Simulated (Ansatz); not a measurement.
# ZnS (Wurtzite-2H) (P6_3mc) in Ansatz: a series of runs, part 2 of 2

Ansatz 0.2.0. Earlier steps stand in the parts before.

**3. Phonons, PBEsol**

The input, input.yaml:

```yaml
crystal:
  lattice:
    - [3.811, 0.0, 0.0]
    - [-1.9055, 3.3004228138, 0.0]
    - [0.0, 0.0, 6.234]
  atoms:
    - { symbol: Zn, position: [0.6666666667, 0.3333333333, 0.5] }
    - { symbol: Zn, position: [0.3333333333, 0.6666666667, 0.0] }
    - { symbol: S, position: [0.6666666667, 0.3333333333, 0.885] }
    - { symbol: S, position: [0.3333333333, 0.6666666667, 0.385] }
hamiltonian:
  xc: pbesol
  pseudopotentials: { kind: paw }
kpoints:
  mp_grid: { grid: [6, 6, 4] }
scf:
  occupations: { method: fixed }
phonons:
  method: dfpt
  dielectric: true
  rigid_motions: translations
```

Potentials or basis: Ansatz PAW.

Launch:

```console
> ansatz run input.yaml --threads 2 --pin off --max-ram 5632MiB --backend cpu --events-out ev --progress --plain --runs-dir out
```

Log:

```text
Warning: RAYON_NUM_THREADS=2 ignored (pool sized by the plan → 2); use --threads N
Engine: ansatz 0.2.0, x86_64-unknown-linux-gnu
Pseudopotentials: kind: paw
Pseudopotential: Zn, paw, valence charge 12, recommended cutoff 420 eV (normal), Zn.paw.azcp
Pseudopotential: S, paw, valence charge 6, recommended cutoff 420 eV (normal), S.paw.azcp
Functional definition: PBEsol
  exchange = pbesol_x
  correlation = pbesol_c
Crystal: 4 atoms, lattice volume = 78.411 Å³
Basis set: ecut = 420 eV, 1521 PW (Γ), exchange–correlation on 54×54×96 points (8 copies of the dense FFT grid, shifted against one another)
Bands: 22, of which v1, the nominal top of the filled ones, is band 18 counted from 1 (17 counted from 0)
Symmetry: 12 space group operations
k-points: 47 of 144 (irreducible under 2 space group operations, time reversal used)
Non-local potential: Zn, projectors of the file, l = 0: 2, l = 1: 2, l = 2: 3, l = 3: 1
Non-local potential: S, projectors of the file, l = 0: 2, l = 1: 2, l = 2: 2
PAW form: soft (Blöchl's): semilocal exchange-correlation on the pseudo side does not see the compensation charge
PAW frozen core: Zn, regenerated for the run's functional, and the local potential with it (the file was generated under x = pbe(κ = 0.804, μ = 0.2195149727645171), c = pbe(β = 0.06672455060314922))
PAW frozen core: S, regenerated for the run's functional, and the local potential with it (the file was generated under x = pbe(κ = 0.804, μ = 0.2195149727645171), c = pbe(β = 0.06672455060314922))
PAW one-centre angular grid: Zn, 590 points (default); XC on 64 Gauss nodes
PAW one-centre angular grid: S, 110 points (default); XC on 64 Gauss nodes
Initial density: superposition of atomic densities (neutral atoms: chi_scale 0, normalization atom), corrected by the library's trained network
Initial wavefunctions: pseudopotential atomic-orbital guess
Functional: x = pbesol(κ = 0.804, μ = 0.12345679012345678), c = pbesol(β = 0.046)
SCF iter   1: F=—  HF=-8334.847324 eV  |F-HF|=—  |Δ(HF+E_count)|=         —  Δρ=5.31e-3  dr2=2.52e-2  ethr=1.77e-3  ⟨swp⟩=5.2  Hψ=4436  notcnv=0  defer=92
preconditioner: auto → Resta (q_TF=auto, 2.396 Å⁻¹)  ε∞=6.7  [insulator: Δε(μ)=2.059 eV  Ē_g=10.559 eV  n_scr=22 (ndim 8)  ℏωp=25.2 eV  f_vac=0.041  ε∞_Penn≈6.7]
SCF iter   2: F=—  HF=-8334.840829 eV  |F-HF|=—  |Δ(HF+E_count)|=   6.49e-3  Δρ=1.97e-3  dr2=5.25e-3  ethr=7.00e-5  ⟨swp⟩=2.6  Hψ=2248  notcnv=0  defer=92
SCF iter   3: F=—  HF=-8334.839865 eV  |F-HF|=—  |Δ(HF+E_count)|=   9.64e-4  Δρ=1.49e-3  dr2=1.18e-3  ethr=1.46e-5  ⟨swp⟩=2.0  Hψ=1911  notcnv=0  defer=92
SCF iter   4: F=—  HF=-8334.839411 eV  |F-HF|=—  |Δ(HF+E_count)|=   4.55e-4  Δρ=3.81e-4  dr2=1.16e-4  ethr=3.26e-6  ⟨swp⟩=2.0  Hψ=1874  notcnv=0  defer=92
SCF iter   5: F=—  HF=-8334.839466 eV  |F-HF|=—  |Δ(HF+E_count)|=   5.55e-5  Δρ=8.09e-5  dr2=8.32e-6  ethr=3.21e-7  ⟨swp⟩=3.0  Hψ=1961  notcnv=0  defer=5
SCF iter   6: F=—  HF=-8334.839474 eV  |F-HF|=—  |Δ(HF+E_count)|=   7.57e-6  Δρ=3.98e-5  dr2=1.07e-6  ethr=2.31e-8  ⟨swp⟩=2.0  Hψ=1880  notcnv=0
SCF iter   7: F=—  HF=-8334.839476 eV  |F-HF|=—  |Δ(HF+E_count)|=   2.59e-6  Δρ=7.11e-6  dr2=4.83e-8  ethr=2.96e-9  ⟨swp⟩=2.0  Hψ=1798  notcnv=0
SCF iter   8: F=—  HF=-8334.839476 eV  |F-HF|=—  |Δ(HF+E_count)|=   8.25e-8  Δρ=1.44e-6  dr2=1.56e-9  ethr=1.34e-10  ⟨swp⟩=2.0  Hψ=1880  notcnv=0
SCF iter   9: F=—  HF=-8334.839476 eV  |F-HF|=—  |Δ(HF+E_count)|=   2.09e-9  Δρ=5.55e-7  dr2=2.67e-10  ethr=4.34e-12  ⟨swp⟩=2.0  Hψ=1819  notcnv=0
SCF iter  10: F=-8334.839476 eV  HF=-8334.839476 eV  |F-HF|=3.64e-12  |Δ(HF+E_count)|=  1.33e-10  Δρ=1.00e-7  dr2=5.66e-12  ethr=1.00e-12  ⟨swp⟩=7.4  Hψ=5926  notcnv=0
SCF 1 converged in 10 iterations: F = -8334.839476 eV  dr2 = 5.66e-12
DFPT response loops at Γ: preconditioner auto → Resta (q_TF=auto, 2.396 Å⁻¹)  ε∞=5.3 (no band partly filled); β = 1.00, the filter's whole step (`scf.mixing.beta` (0.50) is not read by the response loops at its default; to damp them type it under 1.00, their step now; it binds the ground state too); Broyden in place of MSR1
── the response to a field inside a basis, on 10×10×6 k-points: an SCF that follows is theirs, and a resumed run solves both again ──
[... 64 lines left out ...]
    site 1:
         1.91831    0.00000    0.00000
         0.00000    1.91831    0.00000
        -0.00000    0.00000    2.03115
    site 2:
        -1.91831    0.00000    0.00000
         0.00000   -1.91831   -0.00000
         0.00000   -0.00000   -2.03115
    site 3:
        -1.91831   -0.00000    0.00000
         0.00000   -1.91831    0.00000
         0.00000    0.00000   -2.03115
  Z* charge neutrality: 2.241e-3 e pre-enforcement
  solved inside a basis spanned on kpoints, on 10×10×6 k-points, its susceptibility summed on 14×14×8: ε∞ is read to err by 2.0e-2, Z* by 1.3e-2 e (field_mesh: kpoints solves on kpoints); Z* is corrected for what the basis lacks
  optical modes at Γ without the LO–TO term, one row a degenerate level:
      ω (cm⁻¹)  modes    IR ((D/Å)²/amu)
         75.68      2             0.0000
        175.60      1             0.0000
        228.39      1             8.8492
        290.19      2            15.7866
        293.76      2             0.0000
        303.99      1             0.0000
  optical modes at Γ + LO–TO along q̂ = [1.0000, 0.0000, 0.0000]:
      ω (cm⁻¹)  modes    IR ((D/Å)²/amu)
         75.68      2             0.0000
        175.60      1             0.0000
        228.39      1             8.8492
        290.19      1             7.8933
        293.76      2             0.0000
        303.99      1             0.0000
        346.35      1             7.8933
  optical modes at Γ + LO–TO along q̂ = [0.0000, 1.0000, 0.0000]:
      ω (cm⁻¹)  modes    IR ((D/Å)²/amu)
         75.68      2             0.0000
        175.60      1             0.0000
        228.39      1             8.8492
        290.19      1             7.8933
        293.76      2             0.0000
        303.99      1             0.0000
        346.35      1             7.8933
  optical modes at Γ + LO–TO along q̂ = [0.0000, 0.0000, 1.0000]:
      ω (cm⁻¹)  modes    IR ((D/Å)²/amu)
         75.68      2             0.0000
        175.60      1             0.0000
        290.19      2            15.7866
        293.76      2             0.0000
        302.95      1             8.8492
        303.99      1             0.0000
```

Run time: 2.2 min. Hardware: 2 threads of Intel Xeon at 2.50GHz (Skylake/Cascade Lake), shared host; peak memory 0.88 GiB.

What came out:

| Quantity | Value |
| --- | --- |
| Free energy | -8334.8395 eV |
| Band gap on the k mesh | 2.11 eV, direct |
| Electronic dielectric tensor (diagonal) | 6.01, 6.01, 6.08 |
| Born charges (mean of the diagonal) | Zn +1.96; S -1.96 e |
| Highest phonon frequency at Γ, LO-TO splitting left out | 304 cm⁻¹ |
| Static dielectric tensor (diagonal) | 8.56, 8.56, 10.69 |

Levels at points of the mesh, in eV from the valence-band top:
| k point | band 16 | band 17 | band 18 | band 19 | band 20 | band 21 |
| --- | --- | --- | --- | --- | --- | --- |
| (0.00, 0.00, 0.00) | -0.01 | -0.01 | 0.00 | 2.11 | 2.87 | 6.18 |
| (0.00, 0.00, -0.50) | -0.46 | -0.46 | -0.46 | 3.39 | 3.39 | 6.61 |
| (0.00, -0.50, 0.00) | -2.28 | -1.60 | -0.99 | 3.48 | 4.16 | 5.04 |
| (0.00, -0.50, -0.50) | -1.68 | -1.55 | -1.55 | 3.47 | 3.47 | 5.02 |
| (-0.50, 0.00, 0.00) | -2.28 | -1.60 | -0.99 | 3.48 | 4.16 | 5.04 |
| (-0.50, 0.00, -0.50) | -1.68 | -1.55 | -1.55 | 3.47 | 3.47 | 5.02 |

Phonon frequencies in cm⁻¹ (negative: imaginary):
```
              q point                              frequencies
(0.000, 0.000, 0.000)  0 0 0 76 76 176 228 290 290 294 294 304
```

Electronic dielectric tensor:
```
6.01 0.00 0.00
0.00 6.01 0.00
0.00 0.00 6.08
```

Born effective charge tensors (e):
atom 1, Zn
```
1.92 0.00 0.00
0.00 1.92 0.00
0.00 0.00 2.03
```
atom 2, Zn
```
1.92 0.00 0.00
0.00 1.92 0.00
0.00 0.00 2.03
```
atom 3, S
```
-1.92  0.00  0.00
 0.00 -1.92  0.00
 0.00  0.00 -2.03
```
atom 4, S
```
-1.92  0.00  0.00
 0.00 -1.92  0.00
 0.00  0.00 -2.03
```

Static dielectric tensor, electrons and zone-centre modes:
```
 8.56  0.00  0.00
 0.00  8.56  0.00
 0.00  0.00 10.69
```

**4. Comparison with measurements**

Step 2. Measured gap of ZnS: 3.911 eV (direct; 4 K; a printed reference work, monograph). This calculation gives 2.11 eV (-1.80 eV). The value is that of PBEsol, without temperature or zero-point motion. Semilocal functionals fall short of measured gaps as a rule.

Step 3. Against the measured gap of ZnS, 3.911 eV (direct; 4 K; a printed reference work, monograph), the calculated 2.11 eV is off by -1.80 eV. The value is that of PBEsol, without temperature or zero-point motion. Semilocal functionals fall short of measured gaps as a rule.
